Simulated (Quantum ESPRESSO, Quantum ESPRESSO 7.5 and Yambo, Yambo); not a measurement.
# BeTe (F-43m): G0W0 on several meshes in Yambo

Aim: the GW shift of BeTe (F-43m) against the k mesh.

Method: PBE and many-body steps on it, plane waves, in Quantum ESPRESSO 7.5 and Yambo 5.3.0.

## Step 1: Set-up

It takes space group F-43m (No. 216, cubic). Conventional cell: a = 5.663 Å, b = 5.663 Å, c = 5.663 Å, α = 90.00°, β = 90.00°, γ = 90.00°. Nearest to Be lie 4 Te at 2.45 Å. Te has 4 Be at 2.45 Å nearest. Farther neighbours and most contacts between anions are not listed.

The cell and positions are those that the Materials Project relaxed with its own functionals (PBE, PBE+U or r2SCAN), kept fixed. Spin-orbit coupling is left out unless a step names it.

## Step 2: Empty states on the mesh, 4×4×4 mesh, 549 bands

This step: Quantum ESPRESSO 7.5; DFT, PBE, plane waves, norm-conserving pseudopotentials.

The sums over transitions need many empty states on a uniform mesh; this step solves for them.

Contents of pw.in:

```
&control
  calculation = 'nscf'
  prefix = 'x'
  outdir = 'o'
  pseudo_dir = 'pseudo'
/
&system
  ibrav = 0
  nat = 2
  ntyp = 2
  ecutwfc = 88.0
  nbnd = 549
  force_symmorphic = .true.
/
&electrons
  conv_thr = 1e-9
  electron_maxstep = 80
  diago_full_acc = .true.
  diago_thr_init = 5e-6
/
ATOMIC_SPECIES
  Be 9.012 Be.upf
  Te 127.6 Te.upf
CELL_PARAMETERS angstrom
  -0.0000000000 2.8314587876 2.8314587876
  2.8314587876 0.0000000000 2.8314587876
  2.8314587876 2.8314587876 0.0000000000
ATOMIC_POSITIONS crystal
  Be 0.0000000000 0.0000000000 0.0000000000
  Te 0.7500000000 0.7500000000 0.7500000000
K_POINTS automatic
  4 4 4 0 0 0
```

Launch:

```bash
> OMP_NUM_THREADS=1 mpirun -n 4 pw.x -nk 4 -in pw.in > pw.out
```

The log of the run:

```text
Program PWSCF v.7.5 starts

     This program is part of the open-source Quantum ESPRESSO suite
     for quantum simulation of materials; please cite
         "P. Giannozzi et al., J. Phys.:Condens. Matter 21 395502 (2009);
         "P. Giannozzi et al., J. Phys.:Condens. Matter 29 465901 (2017);
         "P. Giannozzi et al., J. Chem. Phys. 152 154105 (2020);
     in publications or presentations arising from this work. More details at

     Atomic positions and unit cell read from directory:
     o/x.save/

     Message from routine setup:
[...]
68.2968  68.2968  68.9724  68.9724  69.4415  70.2113  70.5064  71.4710
     [... 57 further rows ...]
   292.6801 292.7503 292.9781 292.9781 293.1321 293.1695 293.1695 293.2187
   294.1266 294.5585 294.8534 294.8534 295.2205

          k = 0.3536 0.0000 0.0000 (  4256 PWs)   bands (ev):

     [... further k-points ...]

     highest occupied, lowest unoccupied level (ev):     8.4384   10.4653

     XML data file, pseudopotentials, collected wavefunctions

=------------------------------------------------------------------------------=
   JOB DONE.
=------------------------------------------------------------------------------=
```

It took 1.7 min on 4 MPI ranks of Arm Neoverse V1, shared host; peak memory 1.1 GiB; 6.7 min of CPU time.

This step gave:

```
gap                                                           : 2.027 eV
k of the valence top                                          : 0, 0, 0
k of the conduction bottom                                    : 0, -0.5, -0.5
least direct gap                                              : 3.645 eV
k points computed                                             : 8
lowest point of the top converged band, above the valence top : 286.1555 eV
```

On this mesh the gap is 2.027 eV.

The density comes from a self-consistent run that is not shown.

## Step 3: Conversion and set-up

This step: Yambo 5.3.0; conversion and set-up on PBE, plane waves, norm-conserving pseudopotentials.

The states are converted to the many-body program's format and the q mesh is built.

Launch:

```bash
> (cd o/x.save; p2y > p2y.log; mv SAVE ../..); yambo > setup.log
```

The log of the run:

```text
 Yambo, version 5.3.0

 [02] CORE Variables Setup
 =========================

  [02.01] Unit cells
  ==================

  Cell kind             :  FCC
  Atoms in the cell     :  Be  Te
  number of Be atoms    :  1
  number of Te atoms    :  1

  List of atomic masses
  Mass of Be    :  9.012000
  Mass of Te    :  127.6000

  List of atomic coordinates    : [cc]
  Be1       :  0.000000  0.000000  0.000000  order 1
  Te1       :  8.026022  8.026022  8.026022  order 2

  Alat factors          :  5.350682  5.350682  5.350682 [a.u.]
  Direct lattice volume :  306.3778 [a.u.]
[...]
==========================================

 IBZ Q-points                                      :   8
 BZ  Q-points                                      :   64

 K/Q-points units:
 rlu = crystal or reduced units; cc = cartesian coordinates; iku = interal k-units

 Q [1]          [rlu]:  0.000000  0.000000  0.000000
 Q [2]          [rlu]:  0.54651E-16  0.26895E-16  0.25000
 Q [3]          [rlu]: -0.10930E-15 -0.53790E-16 -0.50000
[...]
Q [7]          [rlu]: -0.91171E-17 -0.50000     -0.50000
 Q [8]          [rlu]:  0.250000 -0.500000 -0.250000

  [03.01] X indexes
  =================

   [03.01.01] Sigma indexes
   ========================

 [06] Game Over & Game summary
```

Elapsed: 3 s, on 1 MPI rank; peak memory 0.25 GiB.

## Step 4: 4×4×4

Now the one-shot GW correction: screening in the RPA, then the self-energy of the levels asked for.

This step: G0W0 on PBE, plane waves, norm-conserving pseudopotentials.

Contents of gw2.in:

```
HF_and_locXC
gw0
dyson
ppa
em1d
rim_cut
RandQpts= 1000000
RandGvec= 1 RL
EXXRLvcs= 88 Ry
VXCRLvcs= 352 Ry
Chimod= "HARTREE"
% BndsRnXp
 1 | 232 |
%
NGsBlkXp= 17 Ry
% LongDrXp
 1 | 1 | 1 |
%
% GbndRnge
 1 | 232 |
%
DysSolver= "n"
ExtendOut
PPAPntXp= 27.21138 eV
% QPkrange
 1 | 1 | 13 | 16 |
 7 | 7 | 13 | 16 |
%
```

Launch:

```bash
> OMP_NUM_THREADS=1 mpirun -n 4 yambo -F gw2.in -J gw2 -C gw2 > gw2.log
```

The log of the run:

```text
 Yambo, version 5.3.0

 [02] CORE Variables Setup
 =========================

  [... cell, symmetries and grids as in the set-up ...]

  [02.05] Energies & Occupations
  ==============================

  [X] === General ===
  [X] Electronic Temperature                        :  0.000000  0.000000 [eV K]
  [X] Bosonic    Temperature                        :  0.000000  0.000000 [eV K]
  [X] Finite Temperature mode                       : no
  [X] El. density                                   :  0.61673E+24 [cm-3]
  [X] Fermi Level                                   :  8.438418 [eV]

  [X] === Gaps and Widths ===
  [X] Conduction Band Min                           :  2.026900 [eV]
  [X] Valence Band Max                              :  0.000000 [eV]
  [X] Filled Bands                                  :  14
  [X] Empty Bands                                   :    15   549
  [X] Direct Gap                                    :  3.644779 [eV]
  [X] Direct Gap localized at k                     :  1
  [X] Indirect Gap                                  :  2.026900 [eV]
  [X] Indirect Gap between kpts                     :   1   7
  [X] Last valence band width                       :  3.120670 [eV]
  [X] 1st conduction band width                     :  3.269928 [eV]

 [03] Transferred momenta grid and indexing
 ==========================================

 IBZ Q-points                                      :   8
 BZ  Q-points                                      :   64

 K/Q-points units:
 rlu = crystal or reduced units; cc = cartesian coordinates; iku = interal k-units

 Q [1]          [rlu]:  0.000000  0.000000  0.000000
 Q [2]          [rlu]:  0.54651E-16  0.26895E-16  0.25000
 Q [3]          [rlu]: -0.10930E-15 -0.53790E-16 -0.50000
 Q [4]          [rlu]:  0.45585E-17  0.25000      0.25000
 Q [5]          [rlu]:  0.71568E-16  0.25000      0.50000
 Q [6]          [rlu]:  0.40755E-16  0.25000     -0.25000
 Q [7]          [rlu]: -0.91171E-17 -0.50000     -0.50000
 Q [8]          [rlu]:  0.250000 -0.500000 -0.250000

 [04] Coloumb potential Random Integration (RIM)
 ===============================================

  [04.01] RIM initialization
  ==========================

  * Diagonal components only detected *

  8 x (sBL volume)        :  0.101203 [a.u.]
  sBZ random points       :  1000000
  Points outside the sBZ  :   7968281
  RL volume               :  0.809622 [a.u.]
  Integrated volume       :  0.812845 [a.u.]

  [04.02] RIM integrals
  =====================

  Gamma point sphere radius             :  0.084531 [a.u.]
  Points outside the sphere             :   800476
  [Int_sBZ(q=0) 1/q^2]*(Vol_sBZ)^(-1/3) =:  7.776341
                                 should be <:  7.795600

  Summary of Coulomb integrals for non-metallic bands |Q|[au] RIM/Bare

  Q [1] 0.100000E-4 0.997530 * Q [2] 0.254239 1.068480
  Q [4] 0.293569 1.066792 * Q [6] 0.415170 1.029814
  Q [5] 0.486830 1.022655 * Q [3] 0.508477 1.020683
  Q [7] 0.587139 1.017590 * Q [8] 0.656441 1.014612

 [WARNING] [Xp] User bands 1-232 break level degeneracy

 [05] Dipoles
 ============

  [05.01] Setup: observables and procedures
  =========================================

 [06] Dynamic Dielectric Matrix (PPA)
 ====================================

 [WR./gw2//ndb.pp]---------------------------------------------------------------
  Brillouin Zone Q/K grids (IBZ/BZ)                :    8   64    8   64
  RL vectors                                       :   5209 [WF]
  Coulomb cutoff potential                         : none
  Electronic Temperature                           :  0.000000 [K]
  Bosonic    Temperature                           :  0.000000 [K]
  PPA    diel. fun.  energies                      : Perdew, Burke & Ernzerhof(X)+Perdew, Burke & Ernzerhof(C)
  wavefunctions                                    : Perdew, Burke & Ernzerhof(X)+Perdew, Burke & Ernzerhof(C)
  Global Gauge                                     : length
  X matrix size                                    :   387
  X band range                                     :    1  232
  X e/h energy range                               : -1.000000 -1.000000 [eV]
  X Time ordering                                  : R
  X Hxc Kernel                                     : HARTREE
  X Drude frequency                                :  0.000000  0.000000
  X poles                                          :  100.0000 [o/o]
  RL vectors in the sum                            :   5209
  [r,Vnl] included                                 : yes
  Field direction                                  :  0.577350E-5  0.577350E-5  0.577350E-5
  BZ energy Double Grid                            : no
  BZ energy DbGd points                            : 0
  BZ Q point size factor                           : -1.000000
  X Optical Averaged directions                    : none

 [07] Local Exchange-Correlation + Non-Local Fock
 ================================================

 [VXC] Plane waves :   34327
 [EXS] Plane waves :   4285

 QP @ state[ 1 ] K range:  1  1
 QP @ state[ 1 ] b range:  13  16
 QP @ state[ 2 ] K range:   7   7
 QP @ state[ 2 ] b range:  13  16

 [xc] Functional : Perdew, Burke & Ernzerhof(X)+Perdew, Burke & Ernzerhof(C)
 [xc] LIBXC used to calculate xc functional
  PP Number of Atomic Species                      :  2
  NLCC RL compoments                               :   34327
  PP Number of Atomic Species                      :  2
  NLCC RL compoments                               :   34327

 [xc] E_xc :  -22.86069 [Ha]
      E_xc :  -45.72138 [Ry]

  Local XC kind (lXC) : Perdew, Burke & Ernzerhof(X)+Perdew, Burke & Ernzerhof(C)
  Non-Local XC kind (nlXC) : Hartree-Fock

  Corrections @ K [1] :  [eV]
 <13|nlXC|13> = -15.11879 -0.19505E-17 <13|lXC|13> = -13.37049 -0.23606E-16
 <14|nlXC|14> = -15.11868 -0.53456E-17 <14|lXC|14> = -13.37049  0.18882E-15
 <15|nlXC|15> = -5.917808 -0.22010E-17 <15|lXC|15> = -10.43562  0.94414E-16
 <16|nlXC|16> = -5.917764  0.21845E-17 <16|lXC|16> = -10.43562 -0.18882E-15

  Corrections @ K [7] :  [eV]
 <13|nlXC|13> = -14.62236 -0.11660E-16 <13|lXC|13> = -11.87648  0.23409E-19
 <14|nlXC|14> = -14.62233  0.54921E-17 <14|lXC|14> = -11.87648  0.25333E-20
 <15|nlXC|15> = -5.120957 -0.21074E-17 <15|lXC|15> = -8.959032  0.10031E-15
 <16|nlXC|16> = -5.810336  0.63953E-18 <16|lXC|16> = -9.791950  0.94444E-16

 [08] Dyson equation: Newton solver
 ==================================

  [08.01] G0W0 (W PPA)
  ====================

  [  GW  ] Bands range     :    1  232
  [GW/PPA] G damping       :  0.100000 [eV]

  QP @ state[ 1 ] K range:  1  1
  QP @ state[ 1 ] b range:  13  16
  QP @ state[ 2 ] K range:   7   7
  QP @ state[ 2 ] b range:  13  16

   Sc/G bands                                       :    1  232
   Sc/G damping                                     :  0.100000 ev
   Sc bands terminator                              : no
   Sx RL components                                 :   4285

   QP @ state[ 1 ] K range                          :  1  1
   QP @ state[ 1 ] b range                          :  13  16
   QP @ state[ 2 ] K range                          :   7   7
   QP @ state[ 2 ] b range                          :  13  16
   GF energies kind                                 : Perdew, Burke & Ernzerhof(X)+Perdew, Burke & Ernzerhof(C)
   GF WF`s kind                                     : Perdew, Burke & Ernzerhof(X)+Perdew, Burke & Ernzerhof(C)
   Xs energies kind                                 : Perdew, Burke & Ernzerhof(X)+Perdew, Burke & Ernzerhof(C)
   Xs WF`s kind                                     : Perdew, Burke & Ernzerhof(X)+Perdew, Burke & Ernzerhof(C)

 [11] Game Over & Game summary
```

Run time: 6 min. Hardware: 4 MPI ranks; peak memory 2.1 GiB.

This step gave:

| Property | Result |
| --- | --- |
| G0W0 gap on the points computed | 2.895 eV |
| starting gap on the mesh | 2.027 eV |
| k of the valence top | 0, 0, 0 |
| k of the conduction bottom | 0, -0.5, -0.5 |
| least direct G0W0 gap on the computed points | 4.748 eV |
| Z at the valence top | 0.8045 |
| Z at the conduction bottom | 0.8171 |

The gap on the mesh goes from 2.03 eV to 2.90 eV, a correction of +0.87 eV.

## Step 5: Empty states on the mesh, 2×2×2 mesh, 232 bands

This step: Quantum ESPRESSO 7.5; DFT, PBE, plane waves, norm-conserving pseudopotentials.

Edit pw.in of step 2 so:

```diff
@@ -11,3 +11,3 @@
   ecutwfc = 88.0
-  nbnd = 549
+  nbnd = 232
   force_symmorphic = .true.
@@ -31,2 +31,2 @@
 K_POINTS automatic
-  4 4 4 0 0 0
+  2 2 2 0 0 0
```

Launch:

```bash
> OMP_NUM_THREADS=1 mpirun -n 4 pw.x -nk 4 -in pw.in > pw.out
```

The log of the run:

```text
[banner, memory and clock lines left out]
Program PWSCF v.7.5 starts

     Atomic positions and unit cell read from directory:
     o/x.save/

     Message from routine setup:
     using ibrav=0 with symmetry is DISCOURAGED, use correct ibrav instead

     Message from routine divide_et_impera:
     suboptimal parallelization: some nodes have no k-points

     G-vector sticks info

     bravais-lattice index     =            0
     lattice parameter (alat)  =       7.5670  a.u.
     unit-cell volume          =     306.3778 (a.u.)^3
     number of atoms/cell      =            2
[...]
k =-0.3536-0.3536 0.3536 (  4314 PWs)   bands (ev):

  -150.4589-100.4840-100.4840-100.4840 -91.9314 -27.7616 -27.7603 -27.7603
[...]
[... 17 further rows ...]
[...]
k =-0.7071 0.0000 0.0000 (  4264 PWs)   bands (ev):

  -150.4588-100.4840-100.4840-100.4840 -91.9314 -27.7640 -27.7567 -27.7567
[...]
[... 17 further rows ...]
   154.1234 154.1951 154.2799 154.9783 155.7950 156.0067 156.0067 157.7526
   157.7965 157.7965 158.3396 158.3396 159.1827 160.2409 160.2409 160.2825

     highest occupied, lowest unoccupied level (ev):     8.4384   10.4653

     XML data file, pseudopotentials, collected wavefunctions
```

Elapsed: 13 s, on 4 MPI ranks; peak memory 0.44 GiB.

This step gave:

- gap: 2.027 eV
- k of the valence top: 0, 0, 0
- k of the conduction bottom: 0, -0.5, -0.5
- least direct gap: 3.645 eV
- k points computed: 3
- lowest point of the top converged band, above the valence top: 151.8440 eV

On this mesh the gap is 2.027 eV.

[end of part 1 of 2]

[Paths, hosts, dates, memory and timing lines, banners, echoed tables and standing remarks are left out of the program output.]

[Logs are printed without paths, hosts, clocks, repeated set-up lines and the standing remarks that a program may print on its own settings, such as how far it seeks lower states.]

[Runs of the session that timed out or met a known fault of the program may be left out.]

[Hosts, paths, dates, database ids (printed as entryN), source tags and the programs' standing remarks are cut or masked in the printed files.]
